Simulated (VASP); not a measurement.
# Ge8H3 in VASP: settings compared, part 2 of 2

VASP 6.6.1. Earlier steps stand in the parts before.

## Step 3: Single point, PBE

INCAR

```
SYSTEM = Ge8H3
PREC = Accurate
ENCUT = 400
EDIFF = 1E-6
ISMEAR = 0
SIGMA = 0.05
LREAL = Auto
LASPH = .True.
NELM = 100
ALGO = Fast
ISIF = 2
LWAVE = .False.
LCHARG = .False.
GGA = PE
ISYM = 0
NCORE = 4
```

KPOINTS

```
Automatic mesh
0
Gamma
  1 1 1
  0 0 0
```

POSCAR

```
Ge8H3                                   
1.0
    8.0016203359      8.0016203359      0.0000000000
   -8.0016203359      8.0016203359      0.0000000000
    0.0000000000      0.0000000000     23.7419000000
  Ge              H             
    48    18
Selective dynamics
Direct
     0.6873473818870857    0.3106903416634048    0.4179665825692965   T   T   T
     0.8123022661024499    0.6788476493246199    0.4198203345625325   T   T   T
     0.0585605210062515    0.9453408382200468    0.4185988160090836   T   T   T
     0.3079292878516315    0.1983925411042585    0.4402067891858504   T   T   T
     0.9686561305709523    0.5325261326229505    0.4563546803223658   T   T   T
     0.2130177406552599    0.7865935567680552    0.4325934339422761   T   T   T
[... 32 lines left out ...]
     0.5008373353289998    0.9982377968007194    0.2038250913000694   T   T   T
     0.4968750251285400    0.5030528002382093    0.2045200452858818   T   T   T
     0.8750000000000000    0.3750000000000000    0.1448662490999979   F   F   F
     0.8750000000000000    0.8750000000000000    0.1448662490999979   F   F   F
     0.1250000000000000    0.1250000000000000    0.1448662490999979   F   F   F
     0.3750000000000000    0.3750000000000000    0.1448662490999979   F   F   F
     0.1250000000000000    0.6250000000000000    0.1448662490999979   F   F   F
     0.3750000000000000    0.8750000000000000    0.1448662490999979   F   F   F
[... 16 lines left out ...]
     0.7010221023000014    0.5489778976999986    0.1052990704000010   F   F   F
     0.5489778976999986    0.7010221023000014    0.1052990704000010   F   F   F
     0.2260912277061168    0.7719883120262834    0.4974203308098917   T   T   T
     0.2531817662432322    0.2432407805691457    0.4967647881986664   T   T   T
```

Potentials or basis: VASP PAW PBE potentials, release 64 (Ge_d, H).

Command:

```bash
$ cat potpaw_PBE.64/Ge_d/POTCAR potpaw_PBE.64/H/POTCAR > POTCAR
$ mpirun -np 8 vasp_gam > vasp.out
```

It took 2.8 min on 8 MPI ranks of Intel Xeon 6975P-C (Granite Rapids), shared host; peak memory 0.44 GiB.

The run converged. Its results:

```yaml
Free_energy: -264.2477 eV
Largest_force: 0.269 eV/Å
Band_gap_on_the_k_mesh: 0.56 eV, direct
```

Forces on the atoms (eV/Å):
```
Ge  -0.078 -0.003  0.004
Ge   0.087 -0.022  0.011
Ge   0.038 -0.001  0.007
Ge   0.016 -0.001  0.091
Ge  -0.050  0.001  0.043
Ge  -0.034 -0.004  0.093
Ge  -0.001 -0.010  0.049
Ge   0.052  0.002  0.058
Ge  -0.031 -0.017  0.088
Ge   0.011 -0.018  0.053
Ge   0.003 -0.014  0.062
Ge   0.022  0.016  0.075
Ge  -0.019 -0.029  0.073
Ge  -0.007  0.031  0.076
Ge  -0.011  0.009  0.084
Ge   0.028  0.001  0.080
Ge  -0.001 -0.004  0.035
Ge  -0.022  0.006  0.069
Ge  -0.016 -0.023  0.062
Ge   0.027  0.043  0.079
Ge   0.002  0.010  0.029
Ge   0.007 -0.002  0.040
Ge   0.006  0.003  0.050
Ge  -0.010  0.003  0.098
Ge   0.011 -0.008  0.000
Ge  -0.002 -0.003 -0.020
Ge   0.005  0.003 -0.034
Ge  -0.002  0.009 -0.023
Ge  -0.002  0.000 -0.011
Ge  -0.001  0.007  0.001
Ge  -0.010 -0.006 -0.004
Ge   0.007  0.010 -0.017
Ge   0.004 -0.001 -0.050
Ge  -0.008  0.004 -0.050
Ge  -0.010 -0.002 -0.057
Ge   0.001  0.000 -0.051
Ge   0.009 -0.001 -0.061
Ge   0.020  0.000 -0.043
Ge   0.007  0.003 -0.050
Ge   0.002 -0.002 -0.043
Ge   0.193  0.033 -0.137
Ge  -0.204  0.038 -0.140
Ge  -0.209 -0.003 -0.124
Ge  -0.202  0.044 -0.096
Ge   0.194  0.016 -0.184
Ge   0.201 -0.014 -0.179
Ge   0.143 -0.029 -0.071
Ge  -0.211 -0.075 -0.113
H   -0.082 -0.024 -0.013
H    0.052  0.015  0.037
H   -0.043  0.006  0.043
H    0.066  0.025 -0.022
H   -0.047 -0.009  0.036
H    0.083 -0.017 -0.022
H   -0.054  0.012  0.031
H    0.114 -0.002 -0.016
H   -0.113  0.015 -0.017
H    0.054  0.006  0.026
H   -0.102  0.005 -0.020
H    0.057 -0.022  0.027
H   -0.062  0.011 -0.028
H    0.055  0.002  0.028
H   -0.049 -0.011  0.040
H    0.102  0.001 -0.008
H   -0.008 -0.007  0.022
H    0.020 -0.004  0.002
```

Levels at points of the mesh, in eV from the valence-band top:
```tsv
k point	band 342	band 343	band 344	band 345	band 346	band 347	band 348	band 349
(0.00, 0.00, 0.00)	-0.29	-0.26	-0.22	0.00	0.56	0.66	0.98	1.04
```

A hybrid or GW would open this gap; PBE tends to underestimate it.

## Step 4: Single point, RPBE

INCAR: that of step 3 with these lines changed.

```diff
@@ -13,3 +13,3 @@
 LCHARG = .False.
-GGA = PE
+GGA = RP
 ISYM = 0
```

KPOINTS is that of step 3.

POSCAR is that of step 3.

Command:

```bash
$ cat potpaw_PBE.64/Ge_d/POTCAR potpaw_PBE.64/H/POTCAR > POTCAR
$ mpirun -np 8 vasp_gam > vasp.out
```

It took 3.4 min on 8 MPI ranks of Intel Xeon 6975P-C (Granite Rapids), shared host; peak memory 0.43 GiB.

The run converged. Its results:

| Item | Value |
| --- | --- |
| Free energy | -249.7568 eV |
| Largest force | 0.366 eV/Å |
| Band gap on the k mesh | 0.59 eV, direct |

Forces in eV/Å, atoms in the order of the input:
```
Ge  -0.052  0.002  0.086
Ge   0.068 -0.018  0.107
Ge   0.008 -0.006  0.112
Ge   0.004 -0.002  0.185
Ge  -0.006 -0.003  0.222
Ge   0.003 -0.005  0.197
Ge   0.051 -0.006  0.214
Ge   0.005  0.009  0.245
Ge   0.009 -0.008  0.128
Ge  -0.041 -0.026  0.095
Ge  -0.043 -0.008  0.092
Ge  -0.011  0.024  0.101
Ge   0.010 -0.045  0.096
Ge   0.024  0.052  0.099
Ge   0.027 -0.005  0.120
Ge  -0.005 -0.004  0.110
Ge  -0.003 -0.008  0.050
Ge  -0.026  0.007  0.086
Ge  -0.017 -0.021  0.070
Ge   0.034  0.039  0.081
Ge   0.004  0.008  0.039
Ge   0.008  0.001  0.052
Ge   0.004  0.006  0.068
Ge  -0.015 -0.001  0.106
Ge   0.013 -0.006 -0.002
Ge  -0.007 -0.008 -0.025
Ge  -0.004  0.006 -0.043
Ge  -0.001  0.007 -0.025
Ge  -0.003  0.002 -0.014
Ge  -0.001  0.005  0.002
Ge  -0.009 -0.008 -0.007
Ge   0.009  0.012 -0.021
Ge   0.013 -0.002 -0.051
Ge  -0.019  0.006 -0.049
Ge  -0.017 -0.003 -0.059
Ge  -0.009 -0.002 -0.053
Ge   0.022 -0.002 -0.062
Ge   0.031  0.000 -0.044
Ge   0.017  0.005 -0.052
Ge  -0.008  0.000 -0.049
Ge   0.191  0.032 -0.262
Ge  -0.203  0.043 -0.265
Ge  -0.208 -0.004 -0.249
Ge  -0.201  0.048 -0.220
Ge   0.194  0.016 -0.310
Ge   0.200 -0.014 -0.305
Ge   0.142 -0.029 -0.195
Ge  -0.210 -0.081 -0.237
H   -0.115 -0.024 -0.039
H    0.087  0.016  0.012
H   -0.078  0.006  0.018
H    0.100  0.025 -0.049
H   -0.082 -0.010  0.012
H    0.115 -0.017 -0.049
H   -0.089  0.012  0.007
H    0.146 -0.002 -0.044
H   -0.145  0.015 -0.044
H    0.088  0.006  0.001
H   -0.134  0.005 -0.046
H    0.091 -0.022  0.002
H   -0.096  0.011 -0.053
H    0.090  0.001  0.003
H   -0.084 -0.012  0.016
H    0.135  0.002 -0.035
H    0.004 -0.008  0.074
H   -0.005 -0.007  0.052
```

Levels at points of the mesh, in eV from the valence-band top:
```csv
k point,band 343,band 344,band 345,band 346,band 347,band 348
"(0.00, 0.00, 0.00)",-0.26,-0.22,0.00,0.59,0.70,1.02
```

Caveat: the PAW data sets were made with another functional, which shifts forces and pressure a little. RPBE gaps usually lie below the measured ones, often by a third to a half.

## Step 5: Single point, RPBE+D3(BJ)

INCAR: that of step 4 with these lines changed.

```diff
@@ -14,2 +14,3 @@
 GGA = RP
+IVDW = 12
 ISYM = 0
```

KPOINTS is that of step 4.

POSCAR is that of step 4.

Command:

```bash
$ cat potpaw_PBE.64/Ge_d/POTCAR potpaw_PBE.64/H/POTCAR > POTCAR
$ mpirun -np 8 vasp_gam > vasp.out
```

Run time: 3.3 min. Hardware: 8 MPI ranks of Intel Xeon 6975P-C (Granite Rapids), shared host; peak memory 0.43 GiB.

It converged, with:

- Free energy: -304.1328 eV
- Largest force: 0.500 eV/Å
- Band gap on the k mesh: 0.59 eV, direct
- Dispersion energy per atom: -0.824 eV

Forces in eV/Å, atoms in the order of the input:
```
Ge  -0.082  0.026 -0.190
Ge   0.084  0.008 -0.226
Ge   0.199  0.000 -0.349
Ge   0.251  0.054 -0.429
Ge   0.048  0.030 -0.296
Ge  -0.093 -0.004 -0.399
Ge  -0.138 -0.036 -0.321
Ge   0.003 -0.035 -0.317
Ge  -0.166  0.178 -0.233
Ge   0.114  0.018 -0.331
Ge   0.161  0.096 -0.243
Ge   0.213  0.048 -0.162
Ge  -0.216 -0.079 -0.182
Ge  -0.229  0.080 -0.170
Ge  -0.203 -0.196 -0.227
Ge   0.178 -0.173 -0.247
Ge  -0.019  0.006 -0.114
Ge   0.021  0.055  0.116
Ge   0.009 -0.017  0.132
Ge  -0.029 -0.056  0.054
Ge  -0.003  0.008 -0.099
Ge  -0.018 -0.003 -0.095
Ge  -0.028 -0.002 -0.110
Ge   0.000 -0.027 -0.033
Ge   0.014 -0.006 -0.002
Ge  -0.005 -0.002  0.061
Ge  -0.005  0.004  0.045
Ge  -0.002  0.005  0.046
Ge  -0.008  0.004  0.012
Ge  -0.001  0.002  0.017
Ge  -0.011 -0.006  0.009
Ge   0.007  0.015  0.076
Ge  -0.006 -0.001  0.169
Ge   0.000  0.006  0.166
Ge   0.004 -0.005  0.152
Ge   0.004 -0.001  0.162
Ge   0.002  0.002  0.166
Ge   0.008 -0.004  0.179
Ge   0.003  0.003  0.171
Ge   0.010 -0.001  0.165
Ge   0.176  0.037  0.249
Ge  -0.185  0.039  0.246
Ge  -0.192 -0.003  0.261
Ge  -0.186  0.045  0.293
Ge   0.175  0.014  0.207
Ge   0.184 -0.015  0.208
Ge   0.129 -0.031  0.317
Ge  -0.194 -0.076  0.274
H   -0.090 -0.024  0.028
H    0.061  0.016  0.080
H   -0.053  0.006  0.086
H    0.075  0.024  0.019
H   -0.057 -0.009  0.079
H    0.090 -0.016  0.019
H   -0.063  0.012  0.074
H    0.121 -0.002  0.024
H   -0.120  0.015  0.025
H    0.063  0.005  0.069
H   -0.109  0.005  0.022
H    0.066 -0.022  0.070
H   -0.070  0.011  0.014
H    0.064  0.001  0.070
H   -0.058 -0.011  0.083
H    0.109  0.002  0.033
H   -0.014 -0.007  0.021
H    0.005 -0.006  0.007
```

Levels at points of the mesh, in eV from the valence-band top:
```tsv
k point	band 342	band 343	band 344	band 345	band 346	band 347	band 348	band 349
(0.00, 0.00, 0.00)	-0.29	-0.26	-0.22	0.00	0.59	0.70	1.02	1.10
```

Caveat: the PAW data sets were made with another functional, which shifts forces and pressure a little.

## Step 6: Overview

```tsv
task	level	cell	gap on the mesh (eV)	largest force (eV/Å)
relaxation of the atoms	PBE+D3(BJ)	atoms relaxed	0.56	-
single point	PBE	as given	0.56	0.27
single point	RPBE	as given	0.59	0.37
single point	RPBE+D3(BJ)	as given	0.59	0.50
```

Alike in all rows: potentials or basis VASP PAW PBE potentials, release 64 (Ge_d, H); no spin polarisation; k mesh 1 × 1 × 1; cutoff (eV) 400; smearing gaussian 0.05 eV.

On the cell as given the gap runs from 0.56 eV (PBE) to 0.59 eV (RPBE).

Caveats: the PAW data sets were made with another functional, which shifts forces and pressure a little (some runs).

Absolute energies hang on the potentials; compare differences alone.
